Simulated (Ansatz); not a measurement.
Take a crystal in which Pb has been replaced by Sn on all its sites, with the cell rescaled by a rough guess (in some cases also distorted within its space group) and nothing relaxed:

```
Te Sn
1.0
     0.00000    3.16481    3.16481
     3.16481    0.00000    3.16481
     3.16481    3.16481    0.00000
Te Sn
1 1
Direct
  0.50000 0.50000 0.50000
  0.00000 0.00000 0.00000
```

Method: DFT PBEsol, scalar-relativistic, plane waves, PAW (Ansatz 0.2.0).

Plane waves to 420 eV, a k mesh through Γ of 10×10×10 on the computed 2-atom cell and Gaussian smearing (0.01 eV); no spin polarisation.

Question: What pressure does the cell carry?

Answer: The pressure is -0.9 GPa (positive in compression), so the cell would contract.

Question: Is it a metal on this mesh?

Answer: No: the gap is 0.10 eV, the least direct gap 0.10 eV.

Question: What is its energy against the elements in their standard states?

Answer: -0.276 eV/atom at this unrelaxed geometry, with the elements in the same functional.

Spin-orbit coupling is left out, which matters for the bands of heavy elements.